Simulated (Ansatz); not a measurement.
# Li: response to strain

Aim: deform Li (equal xx and yy strain of -2 %) and compute stress, forces and field gradients with LAPW, PAW and all-electron datasets made for the crystal.

Program: Ansatz 0.2.0. Level of theory: DFT PBE, scalar-relativistic. These are calculated values, not measurements.

### 1 Starting point

It takes space group Fm-3m (No. 225, cubic). Conventional cell: a = 4.404 Å, b = 4.404 Å, c = 4.404 Å, α = 90.00°, β = 90.00°, γ = 90.00°. Li (site symmetry m-3m) has 12 Li at 3.11 Å as nearest neighbours.

Coordinates:

```cif
data_structure
_symmetry_space_group_name_H-M 'P 1'
_symmetry_Int_Tables_number 1
_cell_length_a 3.1141
_cell_length_b 3.1141
_cell_length_c 3.1141
_cell_angle_alpha 60.000
_cell_angle_beta 60.000
_cell_angle_gamma 60.000
_cell_volume 21.35
loop_
_atom_site_label
_atom_site_type_symbol
_atom_site_fract_x
_atom_site_fract_y
_atom_site_fract_z
_atom_site_occupancy
Li1 Li 0.00000 0.00000 0.00000 1
```

### 2 The deformed structure

Space group Fm-3m before, I4/mmm after.

### 3 All-electron LAPW

File input.yaml:

```yaml
crystal:
  lattice:
    - [0.0, 2.15796, 2.202]
    - [2.15796, 0.0, 2.202]
    - [2.15796, 2.15796, 0.0]
  atoms:
    - { symbol: Li, position: [0.0, 0.0, 0.0] }
kpoints:
  mp_grid: { grid: [13, 13, 13] }
  band_path:
    path:
      - [0.0, 0.0, 0.0]
      - [0.0, 0.5, 0.5]
      - [0.25, 0.75, 0.5]
      - [0.0, 0.5, 0.0]
      - [0.0, 0.0, 0.0]
      - [0.5, 0.5, 0.0]
      - [0.37005, 0.62995, 0.0]
      - [-0.37005, 0.37005, 0.0]
      - [0.0, 0.0, 0.0]
    npoints: 5
scf:
  occupations: { method: fermi_dirac, width: 0.08 }
hamiltonian:
  xc: pbe
  pseudopotentials: { kind: all_electron, lapw: { basis_error: 0.00025 } }
output:
  forces: true
  stress: true
  eigenvalues: true
```

The run is started by

```bash
$ ansatz run input.yaml --threads 1 --pin off --max-ram 3072MiB --backend cpu --events-out ev --progress --plain --runs-dir out
```

### 4 PAW with frozen cores

File input.yaml:

```yaml
crystal:
  lattice:
    - [0.0, 2.15796, 2.202]
    - [2.15796, 0.0, 2.202]
    - [2.15796, 2.15796, 0.0]
  atoms:
    - { symbol: Li, position: [0.0, 0.0, 0.0] }
kpoints:
  mp_grid: { grid: [13, 13, 13] }
scf:
  occupations: { method: fermi_dirac, width: 0.08 }
hamiltonian:
  xc: pbe
  pseudopotentials: { kind: paw }
output:
  forces: true
  stress: true
  eigenvalues: true
  efg: { contact_densities: true }
```

### 5 Datasets made for this crystal

input.yaml: that of step 4 with these lines changed.

```diff
@@ -13,3 +13,3 @@
   xc: pbe
-  pseudopotentials: { kind: paw }
+  pseudopotentials: { kind: all_electron, datasets: crystal }
 output:
```

(Steps that only read results are left out.)

Q: Predict the outcome of this session. Wanted: pressure; largest shear or deviatoric stress.

As calculated:

```
                                 quantity                                              value
                                 pressure  LAPW -0.17, PAW -0.17, crystal datasets -0.17 GPa
largest shear or deviatoric stress (LAPW)                                           0.01 GPa
```

**Reading.** The largest part of the stress beyond the pressure is 0.01 GPa in size, in the zz component. No run of the undeformed cell stands beside it, so the pressure holds what the given cell had before the change. PAW: stress within 0.01 GPa of LAPW. Crystal datasets: stress within 0.01 GPa of LAPW.
